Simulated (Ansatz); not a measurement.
**TiC (Fm-3m) under several functionals**

**Experimental background.**

From “Reflectance spectral studies of spark plasma sintered tungsten carbide pellet”, 2024, arxiv:2411.15754, for a ceramic of TiC: lattice constant a 4.325 Å.

Plane-wave DFT in Ansatz with scalar-relativistic PAW potentials. The same structure was relaxed (cell and atoms, symmetry kept) in separate runs at each level. No spin polarisation.

| level | cutoff (eV) | k mesh | V (Å³/atom) | a (Å) |
| --- | --- | --- | --- | --- |
| LDA | 420 | 16×16×16 | 9.669 | 4.261 |
| PBE+D3(BJ) | 420 | 16×16×16 | 9.877 | 4.291 |
| r2SCAN | 500 | 16×16×16 | 10.134 | 4.328 |
| PBE | 420 | 16×16×16 | 10.168 | 4.333 |

Q: Where does PBEsol (420 eV, k mesh 16×16×16) fall?

A: V (Å³/atom) 9.892, a (Å) 4.293. Its volume is between those of PBE+D3(BJ) and r2SCAN. The usual order of volumes, LDA < PBEsol < PBE, holds here (9.669, 9.892, 10.168 Å³/atom). As a rule LDA overbinds; PBEsol, built on the gradient expansion of slowly varying densities, lies between LDA and PBE; PBE's stronger gradient term for exchange weakens bonds. Adding D3 to PBE changes the volume by -2.9 %; the term is attractive, so it pulls cells in. In metals the pairwise form ignores screening by the conduction electrons and often pulls in too far. r2SCAN lies 0.3 % under PBE in volume.

For PBE: Against the measured lattice constant a of TiC, 4.325 Å (ceramic; “Reflectance spectral studies of spark plasma sintered tungsten carbide pellet”, 2024, arxiv:2411.15754), the calculated 4.333 Å is off by +0.2 %. The calculations are for 0 K without zero-point motion.